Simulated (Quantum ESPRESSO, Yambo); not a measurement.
An input for Quantum ESPRESSO 7.5 (LiCl (Fm-3m)):

```
&control
  calculation = 'nscf'
  prefix = 'x'
  outdir = 'o'
  pseudo_dir = 'pseudo'
/
&system
  ibrav = 0
  nat = 2
  ntyp = 2
  ecutwfc = 66.0
  nbnd = 146
  force_symmorphic = .true.
/
&electrons
  conv_thr = 1e-9
  electron_maxstep = 80
  diago_full_acc = .true.
  diago_thr_init = 5e-6
/
ATOMIC_SPECIES
  Li 6.94 Li.upf
  Cl 35.45 Cl.upf
CELL_PARAMETERS angstrom
  0.0000000000 2.5715000000 2.5715000000
  2.5715000000 0.0000000000 2.5715000000
  2.5715000000 2.5715000000 -0.0000000000
ATOMIC_POSITIONS crystal
  Li 0.0000000000 0.0000000000 0.0000000000
  Cl 0.5000000000 0.5000000000 0.5000000000
K_POINTS automatic
  8 8 8 0 0 0
```

```sh
OMP_NUM_THREADS=1 mpirun -n 4 pw.x -nk 4 -in pw.in > pw.out
```

Q: Estimate wall time and host memory on 4 MPI ranks of Arm Neoverse V1, shared host.

It took 21 s; on shared hardware allow 10 s to 42 s. Peak host memory was 0.29 GiB.

[Paths, hosts, dates, memory and timing lines, banners, echoed tables and standing remarks are left out of the program output.]

[Logs are printed without paths, hosts, clocks, repeated set-up lines and the standing remarks that a program may print on its own settings, such as how far it seeks lower states.]

[Runs of the session that timed out or met a known fault of the program may be left out.]

[Hosts, paths, dates, database ids (printed as entryN), source tags and the programs' standing remarks are cut or masked in the printed files.]
